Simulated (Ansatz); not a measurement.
Si2W:

```xyz
3
Lattice="-1.6069 1.6069 3.9150 1.6069 -1.6069 3.9150 1.6069 1.6069 -3.9150" Properties=species:S:1:pos:R:3 pbc="T T T"
W     0.0000    0.0000    0.0000
Si    0.0000    0.0000    5.2092
Si    0.0000    0.0000    2.6207
```

| Quantity | Value |
| --- | --- |
| Program | Ansatz 0.2.0 |
| Task | single point |
| Functional | PBEsol |
| Potentials or basis | Ansatz PAW |
| Cutoff | 420 eV (not typed: the program's choice for these potentials) |
| k mesh | 12 × 12 × 12 |
| Occupations | fermi-dirac, width 0.05 eV |
| Spin | no spin polarisation |

On this cell: pressure -2.0 GPa; largest force 0.022 eV/Å; band gap on the k mesh none (metal or under the smearing width).

The same run follows on a disturbed copy (atoms moved at random, drawn with an rms of 0.05 Å):

```
CELL_PARAMETERS angstrom
-1.60690 1.60690 3.91495
1.60690 -1.60690 3.91495
1.60690 1.60690 -3.91495
ATOMIC_POSITIONS crystal
W 0.01217 0.99806 0.01179
Si 0.68165 0.65326 0.00829
Si 0.33466 0.31453 0.97355
```

Task: What does the disturbed cell give?

Result: The energy (extrapolated to zero smearing) moves by +14.9 meV/atom; pressure -1.0 GPa; largest force 0.914 eV/Å; band gap on the k mesh none (metal or under the smearing width).

Forces in eV/Å, atoms in the order of the input:
```
W   -0.562 -0.209  0.205
Si   0.028 -0.293  0.341
Si   0.534  0.502 -0.546
```

Stress tensor (GPa, compression positive):
```
-1.26  0.49 -0.41
 0.49 -1.21 -0.58
-0.41 -0.58 -0.54
```

Caveats: the PAW data sets come from PBE, with cores solved anew for the run's functional, which leaves a small shift of forces and pressure.
